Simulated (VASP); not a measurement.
# BN (Fmm2) in VASP: notebook

One crystal, BN, is run at these levels: PBE+D3(BJ); tasks: single point, relaxation of cell and atoms.

Everything below comes from runs of VASP 6.6.1. Logs are shortened: lines on timing, memory, paths and dates and some standing lists are left out, and cuts for length are marked.

## 1. The crystal as given

The structure is orthorhombic, space group Fmm2 (No. 42). Conventional cell: a = 2.503 Å, b = 6.991 Å, c = 4.332 Å, α = 90.00°, β = 90.00°, γ = 90.00°. B (site symmetry mm2) has 3 N at 1.44 Å as nearest neighbours. N (site symmetry mm2) has 3 B at 1.44 Å as nearest neighbours.

Measurements of this composition are mostly on another form, of space group No. 194.

## 2. Single point, PBE+D3(BJ) (cell and atoms relaxed tightly for response)

Contents of INCAR:

```
SYSTEM = BN
ALGO     = Fast           ! electronic algorithm
EDIFF    = 1E-7           ! SCF threshold, eV
ENCUT    = 520            ! plane-wave cutoff, eV
GGA      = PE             ! functional
ISIF     = 2              ! what is computed and relaxed
ISMEAR   = 0              ! smearing method
IVDW     = 12             ! dispersion correction
LASPH    = .TRUE.         ! aspherical terms in the spheres
LCHARG   = .FALSE.        ! write CHGCAR
LREAL    = .FALSE.        ! projectors in reciprocal space
LWAVE    = .FALSE.        ! write WAVECAR
NBANDS   = 11             ! bands
NELM     = 100            ! most SCF steps
PREC     = Accurate       ! precision mode
SIGMA    = 0.01           ! smearing width, eV
```

Contents of KPOINTS:

```
k-points
0
G
  12 12 12
  0 0 0
```

Contents of POSCAR:

```
BN
1.0
    0.0000000000      3.3364789381      2.1688078532
    1.2538423048      0.0000000000      2.1688078532
    1.2538423048      3.3364789381      0.0000000000
B N
1 1
Direct
    0.0001075953      0.0001075953      0.9998924047
    0.6665923947      0.6665923947      0.3334076053
```

Potentials or basis: VASP PAW PBE potentials, release 64 (B, N).

The run is started by

```
> cat potpaw_PBE.64/B/POTCAR potpaw_PBE.64/N/POTCAR > POTCAR
> mpirun -np 1 vasp_std > vasp.out
```

OUTCAR:

```text
SYSTEM = BN
   EDIFF = 1E-7
   ENCUT = 520
   GGA = PE
   ISIF = 2
   ISMEAR = 0
   IVDW = 12
   LASPH = .TRUE.
   LREAL = .FALSE.
   NELM = 100
   PREC = Accurate
 IVDW          = 12

 ion  position               nearest neighbor table
   1  0.000  0.000  1.000-   2 1.45   2 1.45   2 1.45
   2  0.667  0.667  0.333-   1 1.45   1 1.45   1 1.45

  LATTYP: Found a face centered orthorhombic cell.
 ALAT       =     2.5076846096
 B/A-ratio  =     1.7297293646
 C/A-ratio  =     2.6610036408

  Lattice vectors:

 A1 = (  -0.0000000000,   3.3364789381,   2.1688078532)
 A2 = (  -1.2538423048,   3.3364789381,   0.0000000000)
 A3 = (  -1.2538423048,   0.0000000000,   2.1688078532)

Analysis of symmetry for initial positions (statically):
=====================================================================
 Subroutine PRICEL returns:
 Original cell was already a primitive cell.

 Routine SETGRP: Setting up the symmetry group for a
 face centered orthorhombic supercell.

 Subroutine GETGRP returns: Found  4 space group operations
 (whereof  4 operations were pure point group operations)
 out of a pool of  8 trial point group operations.

The static configuration has the point symmetry C_2v.

Analysis of symmetry for dynamics (positions and initial velocities):
=====================================================================
 Subroutine PRICEL returns:
 Original cell was already a primitive cell.

 Routine SETGRP: Setting up the symmetry group for a
 face centered orthorhombic supercell.

 Subroutine GETGRP returns: Found  4 space group operations
 (whereof  4 operations were pure point group operations)
 out of a pool of  8 trial point group operations.

The dynamic configuration has the point symmetry C_2v.

 Subroutine INISYM returns: Found  4 space group operations
 (whereof  4 operations are pure point group operations),
 and found     1 'primitive' translations

----------------------------------------------------------------------------------------

                                     Primitive cell

  volume of cell :      18.1461

  direct lattice vectors                    reciprocal lattice vectors
     0.000000000  3.336478938  2.168807853    -0.398774230  0.149858581  0.230541401
     1.253842305  0.000000000  2.168807853     0.398774230 -0.149858581  0.230541401
     1.253842305  3.336478938  0.000000000     0.398774230  0.149858581 -0.230541401

  length of vectors
     3.979424482  2.505164272  3.564296877     0.484383958  0.484383958  0.484383958

  position of ions in fractional coordinates (direct lattice)
     0.000107595  0.000107595  0.999892405
     0.666592395  0.666592395  0.333407605

  ion indices of the primitive-cell ions
   primitive index   ion index
                 1           1
                 2           2

----------------------------------------------------------------------------------------

 KPOINTS: k-points

Automatic generation of k-mesh.
 Grid dimensions read from file:
 generate k-points for:   12   12   12

 Generating k-lattice:

  Cartesian coordinates                     Fractional coordinates (reciprocal lattice)
    -0.033231186  0.012488215  0.019211783     0.083333333  0.000000000  0.000000000
     0.033231186 -0.012488215  0.019211783     0.000000000  0.083333333  0.000000000
     0.033231186  0.012488215 -0.019211783     0.000000000  0.000000000  0.083333333

  Length of vectors
     0.040365330  0.040365330  0.040365330

  Shift w.r.t. Gamma in fractional coordinates (k-lattice)
     0.000000000  0.000000000  0.000000000

 Subroutine IBZKPT returns following result:
 ===========================================

 Found    280 irreducible k-points:

 Following reciprocal coordinates:
            Coordinates               Weight
  0.000000  0.000000  0.000000      1.000000
  0.083333 -0.000000 -0.000000      8.000000
  0.166667 -0.000000 -0.000000      8.000000
  0.250000 -0.000000 -0.000000      8.000000
  0.333333 -0.000000 -0.000000      8.000000
  0.416667 -0.000000 -0.000000      8.000000
[... 16 lines left out ...]
  0.500000  0.166667  0.000000      8.000000
 -0.416667  0.166667  0.000000      8.000000
 [... further k-points ...]
   k-points           NKPTS =    280   k-points in BZ     NKDIM =    280   number of bands    NBANDS=     11
   number of dos      NEDOS =    301   number of ions     NIONS =      2
   total plane-waves  NPLWV =  16800
   dimension x,y,z NGX =    30 NGY =   20 NGZ =   28
   dimension x,y,z NGXF=    60 NGYF=   40 NGZF=   56
   ions per type =               1   1
   NGX,Y,Z   is equivalent  to a cutoff of  12.53, 13.27, 13.06 a.u.
   NGXF,Y,Z  is equivalent  to a cutoff of  25.07, 26.54, 26.12 a.u.
 SYSTEM =  BN
   PREC   = accura    normal or accurate (medium, high low for compatibility)
   ISTART =      0    job   : 0-new  1-cont  2-samecut
   ICHARG =      2    charge: 1-file 2-atom 10-const
   ISPIN  =      1    spin polarized calculation?
   LNONCOLLINEAR =      F non collinear calculations
   LSORBIT =      F    spin-orbit coupling
   LASPH  =      T    aspherical Exc in radial PAW
   ENCUT  =  520.0 eV  38.22 Ry    6.18 a.u.   7.40  4.66  6.63*2*pi/ulx,y,z
   NELM   =    100;   NELMIN=  2; NELMDL= -5     # of ELM steps
   EDIFF  = 0.1E-06   stopping-criterion for ELM
   LREAL  =      F    real-space projection
   EDIFFG = 0.1E-05   stopping-criterion for IOM
   NSW    =      0    number of steps for IOM
   IBRION =     -1    ionic relax: 0-MD 1-quasi-New 2-CG
   NFREE  =      0    steps in history (QN), initial steepest desc. (CG)
   ISIF   =      2    stress and relaxation
   ISYM   =      2    0-nonsym 1-usesym 2-fastsym
   POTIM  = 0.5000    time-step for ionic-motion
   TEBEG  =    0.0;   TEEND  =   0.0 temperature during run
   PSTRESS=    0.0 pullay stress
   NELECT =       8.0000    total number of electrons
   NUPDOWN=      -1.0000    fix difference up-down
   EMIN   =  10.00;   EMAX   =-10.00  energy-range for DOS
   EFERMI =   0.00;   METHOD = LEGACY
   ISMEAR =     0;   SIGMA  =   0.01  broadening in eV -4-tet -1-fermi 0-gaus
   EFERMI_NEDOS =   21; number of points for ismear=-14 and -15
   IALGO  =     68    algorithm
   IMIX   =      4    mixing-type and parameters
     AMIX     =   0.40;   BMIX     =  1.00
     AMIX_MAG =   1.60;   BMIX_MAG =  1.00
  volume/ion in A,a.u.               =       9.07        61.23
  Fermi-wavevector in a.u.,A,eV,Ry     =   1.245979  2.354559 21.122548  1.552464
  Thomas-Fermi vector in A             =   2.380177
   LORBIT       =      0    0 simple, 1 ext, 2 COOP (PROOUT), +10 PAW based schemes
   GGA     = PE    functional components
   LHFCALC =     F    Hartree Fock is set to
   AEXX    =    0.0000 exact exchange contribution
   IVDW    =    12    specifies the selected vdW correction
   LEPSILON=     F    determine dielectric tensor
   LRPA    =     F    only Hartree local field effects (RPA)
 non-spin polarized calculation
 RMM-DIIS sequential band-by-band and
 Gauss-broadening in eV      SIGMA  =   0.01
  energy-cutoff  :      520.00
  volume of cell :       18.15
 maximum number of plane-waves:       505
 NGX is ok and might be reduce to    30
   NGX = 15   NGY =  9   NGZ = 13

 number of electron       8.0000000 magnetization

 Free energy of the ion-electron system (eV)
  ---------------------------------------------------
  ext. energy  EPLUGINS =         0.00000000
  ---------------------------------------------------
  free energy    TOTEN  =       -17.57537813 eV

  energy without entropy =      -17.57537813  energy(sigma->0) =      -17.57537813

 E-fermi :   2.4882     XC(G=0): -10.0399

 val. band max:        2.3449466896   @ k =   0.5000  -0.3333   0.1667
 cond. band min:       5.9934513792   @ k =   0.0000   0.5000   0.5000
 fundamental gap:      3.6485046896
 Fermi energy:         2.4882376674

 k-point     1 :       0.0000    0.0000    0.0000
  band No.  band energies     occupation
      1     -15.5579      2.00000
      2      -1.8903      2.00000
      3       0.9085      2.00000
      4       0.9122      2.00000
      5       7.4333      0.00000
      6      13.7886      0.00000
      7      13.8867      0.00000
      8      15.3495      0.00000
      9      16.8995      0.00000
     10      27.9033      0.00000
     11      30.1768      0.00000

 k-point     2 :       0.0833   -0.0000   -0.0000
  band No.  band energies     occupation
      1     -15.4179      2.00000
      2      -1.7690      2.00000
      3       0.3493      2.00000
      4       0.6518      2.00000
      5       7.7604      0.00000
      6      13.7825      0.00000
      7      14.4069      0.00000
      8      14.8479      0.00000
      9      17.3494      0.00000
     10      27.7860      0.00000
     11      28.3114      0.00000

 k-point     3 :       0.1667   -0.0000   -0.0000
  band No.  band energies     occupation
      1     -15.0060      2.00000
      2      -1.4192      2.00000
      3      -1.0408      2.00000
      4       0.0245      2.00000
      5       8.6109      0.00000
      6      13.4893      0.00000
      7      13.6617      0.00000
      8      16.0099      0.00000
      9      18.4545      0.00000
     10      24.9190      0.00000
     11      28.7060      0.00000
[... 267 lines left out ...]
 k-point    23 :       0.5000    0.1667    0.0000
  band No.  band energies     occupation
      1     -12.4585      2.00000
      2      -5.8161      2.00000
      3      -3.0784      2.00000
      4       1.4052      2.00000
      5       7.6600      0.00000
      6      13.2952      0.00000
      7      15.4573      0.00000
      8      17.8166      0.00000
      9      20.3441      0.00000
     10      23.8361      0.00000
     11      25.3869      0.00000

 k-point    24 :      -0.4167    0.1667    0.0000
  band No.  band energies     occupation
      1     -12.0970      2.00000
      2      -6.3273      2.00000
      3      -3.2430      2.00000
      4       1.6808      2.00000
      5       7.0351      0.00000
      6      13.8134      0.00000
      7      15.8627      0.00000
      8      17.7950      0.00000
      9      21.0902      0.00000
     10      23.1483      0.00000
     11      25.0693      0.00000

 [... further k-points ...]

------------------------ aborting loop because EDIFF is reached ----------------------------------------

 Edisp (eV)   -0.28027

 E8    (eV) :    -0.0821

  FORCE on cell =-STRESS in cart. coord.  units (eV):
  Direction    XX          YY          ZZ          XY          YZ          ZX
  --------------------------------------------------------------------------------------
  -------------------------------------------------------------------------------------
  Total       0.01928    -0.01598     0.01908     0.00000     0.00000     0.00000
  in kB       1.70256    -1.41132     1.68443     0.00000     0.00000     0.00000
  external pressure =        0.66 kB  Pullay stress =        0.00 kB

 VOLUME and BASIS-vectors are now :
 -----------------------------------------------------------------------------
  energy-cutoff  :      520.00
  volume of cell :       18.15
      direct lattice vectors                 reciprocal lattice vectors
     0.000000000  3.336478938  2.168807853    -0.398774230  0.149858581  0.230541401
     1.253842305  0.000000000  2.168807853     0.398774230 -0.149858581  0.230541401
     1.253842305  3.336478938  0.000000000     0.398774230  0.149858581 -0.230541401

 POSITION                                       TOTAL-FORCE (eV/Angst)
 -----------------------------------------------------------------------------------
      1.25384      3.33648      0.00047         0.000000      0.000000      0.000122
      1.25384      3.33648      2.89142         0.000000      0.000000     -0.000122
 -----------------------------------------------------------------------------------
    total drift:                                0.000003      0.000007     -0.000015

  FREE ENERGIE OF THE ION-ELECTRON SYSTEM (eV)
  ---------------------------------------------------
  free  energy   TOTEN  =       -17.8556502063 eV

  energy  without entropy=      -17.8556502063  energy(sigma->0) =      -17.85565021
```

Run time: 1.9 min. Hardware: 1 thread of Intel Xeon Platinum 8375C at 2.90GHz (Ice Lake), shared host; peak memory 0.19 GiB.

Results:

| Quantity | Value |
| --- | --- |
| Free energy | -17.8557 eV |
| Pressure | 0.1 GPa |
| Band gap on the k mesh | 3.65 eV, indirect (least direct gap 4.53 eV) |
| Dispersion energy per atom | -0.140 eV |

Levels at points of the mesh, in eV from the valence-band top:
```tsv
k point	band 1	band 2	band 3	band 4	band 5	band 6	band 7	band 8
(0.00, 0.00, 0.00)	-17.90	-4.24	-1.44	-1.43	5.09	11.44	11.54	13.00
(0.50, 0.00, 0.00)	-14.68	-8.99	-4.22	-1.03	4.58	9.79	13.53	16.14
(0.50, 0.50, 0.00)	-14.75	-9.12	-4.22	-0.38	5.99	9.37	12.34	13.99
(0.50, 0.00, 0.50)	-17.62	-6.30	-1.47	-1.42	10.07	11.39	11.48	12.13
(0.00, 0.50, 0.50)	-14.60	-8.85	-4.28	-1.61	3.65	9.79	14.81	18.91
```

A k mesh can miss the band edges.

## 3. Relaxation of cell and atoms, PBE+D3(BJ) (cell and atoms relaxed tightly for response)

Contents of INCAR:

```
SYSTEM = BN
PREC = Accurate
ENCUT = 600
EDIFF = 1E-7
ISMEAR = 0
SIGMA = 0.01
LREAL = .False.
LASPH = .True.
NELM = 100
ALGO = Normal
ISIF = 3
LWAVE = .False.
LCHARG = .False.
GGA = PE
IVDW = 12
IBRION = 2
NSW = 80
EDIFFG = -0.001
```

Contents of KPOINTS:

```
regular mesh
0
Gamma
  12 12 12
  0 0 0
```

Contents of POSCAR:

```
BN
1.0
    0.0000000000      3.3394821895      2.1688319106
    1.2538424675      0.0000000000      2.1688319106
    1.2538424675      3.3394821895      0.0000000000
B N
1 1
Direct
    0.0001068737      0.0001068737      0.9998931263
    0.6665931163      0.6665931163      0.3334068837
```

Potentials or basis: VASP PAW PBE potentials, release 64 (B, N).

The run is started by

```
> cat potpaw_PBE.64/B/POTCAR potpaw_PBE.64/N/POTCAR > POTCAR
> mpirun -np 1 vasp_std > vasp.out
```

It took 8.3 min on 1 thread of Intel Xeon Platinum 8375C at 2.90GHz (Ice Lake), shared host; peak memory 0.2 GiB.

It converged, with:

* Free energy: -17.8591 eV
* Relaxed volume: 9.00 Å³/atom
* Relaxed cell: a = 3.956 Å, b = 2.505 Å, c = 3.538 Å, α = 79.78°, β = 38.55°, γ = 61.67°
* Space group after relaxing (to 0.05 Å): Fmm2 (No. 42)
* Energy gained by relaxing: 0.1 meV/atom
* Ionic steps: 22
* Pressure after relaxing: 0.0 GPa
* Band gap on the k mesh: 3.61 eV, indirect (least direct gap 4.53 eV)
* Dispersion energy per atom: -0.142 eV

The path:
| step | energy change (eV) | largest force (eV/Å) | pressure (GPa) | volume (Å³) |
| --- | --- | --- | --- | --- |
| 1 | 0.0000 | 0.0002 | -0.11 | 18.16 |
| 2 | 0.0000 | 0.0004 | -0.04 | 18.15 |
| 3 | -0.0001 | 0.0019 | 0.15 | 18.10 |
| 4 | -0.0001 | 0.0051 | 0.55 | 18.00 |
| 5 | -0.0001 | 0.0035 | 0.34 | 18.05 |
| 6 | -0.0001 | 0.0032 | 0.33 | 18.04 |
| 7 | -0.0001 | 0.0023 | 0.29 | 18.04 |
| 8 | -0.0001 | 0.0007 | 0.21 | 18.02 |
| 9 | -0.0001 | 0.0026 | 0.04 | 17.99 |
| 10 | -0.0001 | 0.0035 | 0.01 | 17.99 |
| 11 | -0.0001 | 0.0033 | 0.01 | 17.99 |
| 12 | -0.0001 | 0.0031 | 0.02 | 17.99 |
| 13 | -0.0001 | 0.0014 | 0.02 | 17.99 |
| 14 | -0.0001 | 0.0016 | 0.01 | 17.99 |
| 15 | -0.0001 | 0.0012 | 0.00 | 17.99 |
| 16 | -0.0001 | 0.0000 | 0.00 | 17.99 |
| 17 | -0.0001 | 0.0006 | 0.01 | 17.99 |
| 18 | -0.0001 | 0.0006 | 0.01 | 17.99 |
| 19 | -0.0001 | 0.0003 | -0.01 | 17.99 |
| 20 | -0.0001 | 0.0002 | -0.04 | 17.99 |
| 21 | -0.0001 | 0.0002 | -0.01 | 17.99 |
| 22 | -0.0001 | 0.0003 | -0.01 | 17.99 |

Final structure:
```xyz
2
Lattice="0.0000 3.3082 2.1686 1.2539 0.0000 2.1686 1.2539 3.3082 0.0000" Properties=species:S:1:pos:R:3 pbc="T T T"
B     1.2539    3.3082    0.0005
N     1.2539    3.3082    2.8911
```

Levels at points of the mesh, in eV from the valence-band top:
```
           k point  band 2  band 3  band 4  band 5  band 6  band 7
(0.00, 0.00, 0.00)   -4.20   -1.45   -1.44    5.13   11.43   11.54
(0.50, 0.00, 0.00)   -9.00   -4.23   -1.04    4.56    9.79   13.57
(0.50, 0.50, 0.00)   -9.14   -4.23   -0.36    6.02    9.36   12.36
(0.50, 0.00, 0.50)   -6.35   -1.48   -1.43   10.15   11.37   11.47
(0.00, 0.50, 0.50)   -8.85   -4.29   -1.65    3.61    9.77   14.87
```

## 4. Single point, PBE+D3(BJ)

Contents of INCAR:

```
  PREC = Accurate
  ENCUT = 520
  EDIFF = 1E-7
  ISMEAR = 0
  SIGMA = 0.1
  LREAL = False
  LASPH = True
  NELM = 100
  ALGO = Normal
  ISIF = 2
  LWAVE = False
  LCHARG = False
  GGA = PE
  IVDW = 12
  NBANDS = 11
```

Contents of KPOINTS:

```
Automatic mesh
0
Gamma
  8 8 8
```

Contents of POSCAR:

```
BN
1.0
    0.0000000000      3.4953158300      2.1660912400
    1.2516321000      0.0000000000      2.1660912400
    1.2516321000      3.4953158300      0.0000000000
B N
1 1
Direct
    0.0000486500      0.0000486500      0.9999513500
    0.6666513400      0.6666513400      0.3333486600
```

The run is started by

```
> cat potpaw_PBE.64/B/POTCAR potpaw_PBE.64/N/POTCAR > POTCAR
> mpirun -np 1 vasp_std > vasp.out
```

Wall time 38 s (1 thread of Intel Xeon Platinum 8375C at 2.90GHz (Ice Lake), shared host); peak memory 0.16 GiB.

It converged, with:

```yaml
Free_energy: -17.8522 eV
Pressure: 0.9 GPa
Largest_force: 0.010 eV/Å
Band_gap_on_the_k_mesh: 3.82 eV, indirect (least direct gap 4.80 eV)
Dispersion_energy_per_atom: -0.133 eV
```

Forces on the atoms (eV/Å):
```
B    0.000  0.000  0.010
N    0.000  0.000 -0.010
```

Stress tensor (GPa, compression positive):
```
 1.87  0.00  0.00
 0.00 -1.16  0.00
 0.00  0.00  1.91
```

Levels at points of the mesh, in eV from the valence-band top:
```csv
k point,band 2,band 3,band 4,band 5,band 6,band 7
"(0.00, 0.00, 0.00)",-4.50,-1.44,-1.44,4.84,11.49,11.55
"(0.50, 0.00, 0.00)",-9.01,-4.24,-1.04,4.61,9.79,13.31
"(0.50, 0.50, 0.00)",-9.10,-4.24,-0.55,5.74,9.38,12.22
"(0.50, 0.00, 0.50)",-6.14,-1.46,-1.44,9.55,11.44,11.51
"(0.00, 0.50, 0.50)",-8.92,-4.28,-1.48,3.82,9.87,14.48
```

## 5. Summary

| task | cell | k mesh | cutoff (eV) | smearing | gap on the mesh (eV) | pressure (GPa) |
| --- | --- | --- | --- | --- | --- | --- |
| single point | cell and atoms relaxed tightly for response | 12 × 12 × 12 | 520 | gaussian 0.01 eV | 3.65 | 0.1 |
| relaxation of cell and atoms | relaxed from: cell and atoms relaxed tightly for response | 12 × 12 × 12 | 600 | gaussian 0.01 eV | 3.61 | 0.0 |
| single point | as given | 8 × 8 × 8 | 520 | gaussian 0.1 eV | 3.82 | 0.9 |

Alike in all rows: level PBE+D3(BJ); potentials or basis VASP PAW PBE potentials, release 64 (B, N); no spin polarisation.

Total energies depend on the potentials used, so only differences within one code and one set of settings carry meaning.
